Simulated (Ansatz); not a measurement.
HfN:

```
Hf N
1.0
     0.00000    2.25600    2.25600
     2.25600    0.00000    2.25600
     2.25600    2.25600    0.00000
Hf N
1 1
Direct
  0.00000 0.00000 0.00000
  0.50000 0.50000 0.50000
```

| Quantity | Value |
| --- | --- |
| Program | Ansatz 0.2.0 |
| Task | relaxation of cell and atoms |
| Functional | B3LYP |
| Potentials or basis | Ansatz PAW |
| Cutoff | 420 eV (not typed: the program's choice for these potentials) |
| k mesh | 5 × 5 × 5 |
| Occupations | fermi-dirac, width 0.05 eV |
| Spin | no spin polarisation |

At the start: volume 11.48 Å³/atom.

**Question.** How do energy, volume and symmetry change on relaxing?

**Answer.** It ends after 7 steps and the volume is 11.87 Å³/atom (+3.4 %); space group Fm-3m (No. 225, to 0.05 Å).

The path:
| step | energy change (eV) | largest force (eV/Å) | volume (Å³) |
| --- | --- | --- | --- |
| 1 | 0.0000 | 0.0000 | 22.96 |
| 2 | -0.0118 | 0.0000 | 24.17 |
| 3 | -0.0197 | 0.0000 | 23.75 |
| 4 | -0.0198 | 0.0000 | 23.73 |
| 5 | -0.0225 | 0.0000 | 23.73 |
| 6 | -0.0225 | 0.0000 | 23.74 |
| 7 | -0.0225 | 0.0000 | 23.74 |

Final structure:
```
CELL_PARAMETERS angstrom
0.00000 2.28115 2.28115
2.28115 0.00000 2.28115
2.28115 2.28115 0.00000
ATOMIC_POSITIONS crystal
Hf 0.00000 0.00000 0.00000
N 0.50000 0.50000 0.50000
```

Caveat: the k mesh is coarse (spacing up to 0.48 Å⁻¹), so the values aren't converged, least of all with exact exchange; the plane-wave basis is chosen anew once the cell has moved, so the energies of steps on either side of that aren't comparable; the pressure holds a Pulay correction of +0.5 GPa for the finite cutoff; the PAW data sets come from PBE, with cores solved anew for the run's functional, which leaves a small shift of forces and pressure.
